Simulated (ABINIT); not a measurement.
An input for ABINIT 10.8.3 (BN (P6_3mc)):

```
acell 3*1.0 Angstrom
rprim 
  2.536000000002 -0.000000000000 0.000000000000
  -1.268000000000 2.196240423999 0.000000000000
  0.000000000000 0.000000000000 4.199000000000
ntypat 2
znucl 5 7
natom 4
typat 1 1 2 2
xred 
  0.666666666667 0.333333333333 0.000000000000
  0.333333333333 0.666666666667 0.500000000000
  0.666666666667 0.333333333333 0.375000000000
  0.333333333333 0.666666666667 0.875000000000
pp_dirpath "pseudos"
pseudos "B.upf, N.upf"
ecut 36
ngkpt 6 6 4
nshiftk 1
shiftk 0 0 0
kptopt 1
chksymbreak 0
istwfk *1
occopt 1
irdwfk 1
optdriver 4
nband 82
gwcalctyp 0
ecutsigx 36
symsigma 1
nkptgw 6
kptgw 
  0.0000000000 0.0000000000 0.0000000000
  0.3333333333 0.3333333333 0.0000000000
  0.1666666667 0.0000000000 0.0000000000
  0.5000000000 0.0000000000 0.0000000000
  0.0000000000 0.0000000000 0.5000000000
  0.5000000000 0.0000000000 0.5000000000
bdgw 
  7 10
  7 11
  7 10
  7 10
  5 10
  7 10
ecuteps 17.16
irdscr 1
ppmodel 1
indata_prefix "in"
outdata_prefix "out"
tmpdata_prefix "tmp"
```

The database entry behind the starting cell has ideal inner coordinates that were not refined, so it need not match the best structure at ambient conditions.

```sh
OMP_NUM_THREADS=1 mpirun -n 4 abinit run.abi > log
```

**Question.** Estimate wall time and host memory on 4 MPI ranks of Arm Neoverse V1, shared host.

It took 4.5 min; on shared hardware allow 2.2 min to 8.9 min. Peak host memory was 2.3 GiB.

[Paths, hosts, dates, memory and timing lines, banners, echoed tables and standing remarks are left out of the program output.]

[Logs are printed without paths, hosts, clocks, repeated set-up lines and the standing remarks that a program may print on its own settings, such as how far it seeks lower states.]

[Runs of the session that timed out or met a known fault of the program may be left out.]

[Hosts, paths, dates, database ids (printed as entryN), source tags and the programs' standing remarks are cut or masked in the printed files.]

[G0W0 gaps are taken among the corrected bands and points alone; a level outside them can change the order at an edge.]

[Where Ansatz stands beside ABINIT at settings called matched, ABINIT's density can come from a denser mesh and the files from another edition; pairs whose starting gaps differed by over 0.03 eV were left out, so agreement reads better than it is.]
